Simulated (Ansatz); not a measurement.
`[OH][Ga]([F])[F]` + `CC(=O)Br` → `[F][Ga]([F])[Br]` + `CC(=O)O` at 400 K and 1 bar (formal exchange of groups at a Ga–O bond).

Calculated with Ansatz (gas phase, PBE0-D4/def2-TZVP geometries, no zero-point term in ΔE). CCSD(T)/CBS adds triple-zeta CCSD(T) − MP2 to the extrapolated MP2 energy (def2 sets, frozen cores). For Br, Ga outer-core shells are correlated without core-valence functions, which leaves a few kJ/mol of doubt a bond. Scalar relativity is left out up to krypton. One conformer a species, not always the lowest.

```
           species  CCSD(T)/CBS energy (Eh)  H − E (kJ/mol)  S (J/(mol·K))
`[OH][Ga]([F])[F]`              -2199.41346            71.4          336.6
        `CC(=O)Br`              -2726.40242           145.9          328.0
`[F][Ga]([F])[Br]`              -4696.97905            37.2          345.7
         `CC(=O)O`               -228.87529           185.0          309.7
```

H − E and S are ideal-gas, rigid-rotor, harmonic terms from PBE0-D4/def2-TZVP, for one conformer and one mirror image of each species. 1 Eh = 2625.50 kJ/mol, R = 8.31446 J/(mol·K).

Problem. By hand: ΔE, ΔH, ΔS and ΔG.

Solution. ΔE = (-4696.97905) + (-228.87529) − (-2199.41346) − (-2726.40242) = -0.03846 Eh = -101.0 kJ/mol. Δ(H − E) = 37.2 + 185.0 − 71.4 − 145.9 = 4.9, so ΔH = -96.1 kJ/mol. ΔS = 345.7 + 309.7 − 336.6 − 328.0 = -9.2 J/(mol·K). ΔG = -96.1 − 400 × (-9.2)/1000 = -92.4 kJ/mol.

Problem. By hand: the equilibrium constant, and the temperature at which ΔG would vanish if ΔH and ΔS stayed fixed.

Solution. log₁₀ K = −ΔG/(RT ln 10) = 12.1. ΔG = 0 at ΔH/ΔS = 10446 K, far beyond where these terms or the molecules hold.

The number of gas molecules stays the same, so ΔS is small and ΔH decides. A doubt of 5 kJ/mol in ΔE shifts log₁₀ K by 0.7 here. Other conformers and mirror images would add mixing entropy, several J/(mol·K) or more a flexible species. These are equilibria of isolated gas molecules and say nothing of rates. Largest T1 diagnostic: 0.015 (customary marks: 0.02 for closed shells, 0.045 for open ones).
